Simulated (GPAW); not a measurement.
Runs of GPAW 26.7.0 on Pd. Symmetry: Fm-3m, No. 225, cubic system. The conventional cell has a = 3.893 Å, b = 3.893 Å, c = 3.893 Å, α = 90.00°, β = 90.00°, γ = 90.00°. Around Pd (site symmetry m-3m) lie 12 Pd at 2.75 Å. 

```tsv
task	level	potentials or basis	spin	U	cell	k mesh	optimizer	fmax	max steps	convergence	target pressure	gap on the mesh (eV)	pressure (GPa)	V0 of scaled cells (Å³/atom)	relaxed volume (Å³/atom)	B0 (GPa)
relaxation of cell and atoms	PBEsol	PAW data sets generated in the run's folder for this functional, pw	off	-	relaxed	12 × 12 × 12	BFGS	0.02 eV/Å	60	density=1e-05 forces=0.0001	-	none	0.0	-	14.56	-
relaxation of cell and atoms	PBEsol	PAW data sets generated in the run's folder for this functional, pw	off	-	relaxed to 2 GPa	12 × 12 × 12	BFGS	0.02 eV/Å	60	density=1e-05 forces=0.0001	2 GPa	none	2.0	-	-	-
relaxation of cell and atoms	PBEsol+D3(BJ)	PAW data sets generated in the run's folder for this functional, pw	off	-	relaxed	12 × 12 × 12	BFGS	0.02 eV/Å	60	density=1e-05 forces=0.0001	-	none	0.2	-	14.08	-
single point	PBEsol	PAW data sets generated in the run's folder for this functional, pw	off	-	as given	12 × 12 × 12	-	-	-	-	-	none	(c)	-	-	-
equation of state	PBE	GPAW PAW data sets (gpaw-data 1.2.1), pw	off	-	as given	9 × 9 × 9	-	-	-	-	-	-	-	(a)	-	170
relaxation of cell and atoms	PBEsol	PAW data sets generated in the run's folder for this functional, pw	off	-	relaxed to 30 GPa	12 × 12 × 12	BFGS	0.02 eV/Å	60	density=1e-05 forces=0.0001	30 GPa	none	30.0	-	-	-
equation of state	PBE+U	GPAW PAW data sets (gpaw-data 1.2.1), pw	off	Pd d U = 3 eV	as given	9 × 9 × 9	-	-	-	-	-	-	-	15.25	-	148
relaxation of cell and atoms	PBEsol	PAW data sets generated in the run's folder for this functional, pw	off	-	relaxed to 10 GPa	12 × 12 × 12	BFGS	0.02 eV/Å	60	density=1e-05 forces=0.0001	10 GPa	none	10.2	-	-	-
relaxation of cell and atoms	PBEsol+D3(BJ)+ATM	PAW data sets generated in the run's folder for this functional, pw	off	-	relaxed	12 × 12 × 12	BFGS	0.02 eV/Å	60	density=1e-05 forces=0.0001	-	none	0.1	-	14.21	-
single point	PBEsol	PAW data sets generated in the run's folder for this functional, pw	off	-	cell strained at random at fixed volume	12 × 12 × 12	-	-	-	-	-	none	-2.4	-	-	-
relaxation of cell and atoms	PBEsol+D4	PAW data sets generated in the run's folder for this functional, pw	off	-	relaxed	12 × 12 × 12	BFGS	0.02 eV/Å	60	density=1e-05 forces=0.0001	-	none	0.1	-	14.36	-
band structure	AM05	PAW data sets generated in the run's folder for this functional, pw	SOC, no magnetisation	-	as given	9 × 9 × 9	-	-	-	-	-	-	(b)	-	-	-
```

Alike in all rows: cutoff (eV) 600; smearing fermi-dirac 0.05 eV.

Question: Estimate the missing entries.

Answer: (a) 15.29; (b) -3.6; (c) -2.5.

Caveats: later steps reuse the first step's grids (some runs); pairwise dispersion overbinds metals, which lowers pressure and volume (some runs); the U is typed as a test and isn't derived for this compound (some runs); spin-orbit coupling was added after a scalar SCF, so levels and gaps hold it while energy, forces, pressure and moments don't (some runs); this program's spin-orbit splittings come out too wide for heavy elements (some runs).

A k mesh can miss the band edges, and rows without SOC leave out spin-orbit coupling on Pd.

A gap of «none» marks a metal or a gap under the smearing width.
